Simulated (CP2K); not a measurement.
Tc:

```
Tc
1.0
     2.75772    0.00000    0.00000
     1.37886    2.38825    0.00000
     1.37886    0.79608    2.25167
Tc
1
Direct
  0.00000 0.00000 0.00000
```

This isn't the form of Tc at room conditions, which is hcp.

Base run:

```yaml
Program: CP2K 2026.2
Functional: AM05
Potentials_or_basis: POTENTIAL_UZH Tc GTH-PBE-q15; TZVP-MOLOPT-PBE-GTH basis
Density_cutoff: 9184 eV
k_mesh: 12 × 12 × 12
Occupations: fermi-dirac, width 0.05 eV
Spin: no spin polarisation
```

Its results: band gap on the k mesh none (metal or under the smearing width); pressure -12.7 GPa.

Question: The run is repeated on the same cell with these changes: functional from AM05 to PBE. What comes out?

Answer: Band gap on the k mesh none (metal or under the smearing width); pressure -2.7 GPa.

PBE binds less tightly than AM05, so the same cell stands under more pressure.

Caveats: the basis of atomic orbitals isn't converged, which shifts pressures, moduli and gaps; the potentials were made for another functional, which shifts forces and pressure (some runs).
